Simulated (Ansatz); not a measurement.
Crystal: Cs2AgBiBr6.

```
Bi Cs Ag Br
1.0
     0.00000    5.61610    5.61610
     5.61610    0.00000    5.61610
     5.61610    5.61610    0.00000
Bi Cs Ag Br
1 2 1 6
Direct
  0.00000 0.00000 0.00000
  0.75000 0.75000 0.75000
  0.25000 0.25000 0.25000
  0.50000 0.50000 0.50000
  0.74945 0.74945 0.25055
  0.25055 0.25055 0.74945
  0.74945 0.25055 0.25055
  0.74945 0.25055 0.74945
  0.25055 0.74945 0.74945
  0.25055 0.74945 0.25055
```

- Program: Ansatz 0.2.0
- Task: relaxation of cell and atoms
- Functional: PBEsol
- Dispersion: D4
- Potentials or basis: Ansatz PAW
- Cutoff: 420 eV (not typed: the program's choice for these potentials)
- k mesh: 3 × 3 × 3
- Occupations: fermi-dirac, width 0.05 eV
- Spin: no spin polarisation

At the start: volume 35.43 Å³/atom.

Question: How do energy, volume and symmetry change on relaxing?

Answer: It ends after 5 steps and the volume is 34.21 Å³/atom (-3.4 %); space group Fm-3m (No. 225, to 0.05 Å).

The path:
```
step  energy change (eV)  largest force (eV/Å)  volume (Å³)
   1              0.0000                0.3002       354.27
   2             -0.0570                0.0108       348.39
   3             -0.0672                0.0267       342.58
   4             -0.0676                0.0009       342.09
   5             -0.0665                0.0009       342.09
```

Final structure:
```cif
data_structure
_symmetry_space_group_name_H-M 'P 1'
_symmetry_Int_Tables_number 1
_cell_length_a 7.8503
_cell_length_b 7.8503
_cell_length_c 7.8503
_cell_angle_alpha 60.000
_cell_angle_beta 60.000
_cell_angle_gamma 60.000
_cell_volume 342.09
loop_
_atom_site_label
_atom_site_type_symbol
_atom_site_fract_x
_atom_site_fract_y
_atom_site_fract_z
_atom_site_occupancy
Bi1 Bi 0.00000 0.00000 0.00000 1
Cs1 Cs 0.75000 0.75000 0.75000 1
Cs2 Cs 0.25000 0.25000 0.25000 1
Ag1 Ag 0.50000 0.50000 0.50000 1
Br1 Br 0.74557 0.74557 0.25443 1
Br2 Br 0.25443 0.25443 0.74557 1
Br3 Br 0.74557 0.25443 0.25443 1
Br4 Br 0.74557 0.25443 0.74557 1
Br5 Br 0.25443 0.74557 0.74557 1
Br6 Br 0.25443 0.74557 0.25443 1
```

Caveat: the plane-wave basis is chosen anew once the cell has moved, so the energies of steps on either side of that aren't comparable; the PAW data sets come from PBE, with cores solved anew for the run's functional, which leaves a small shift of forces and pressure.
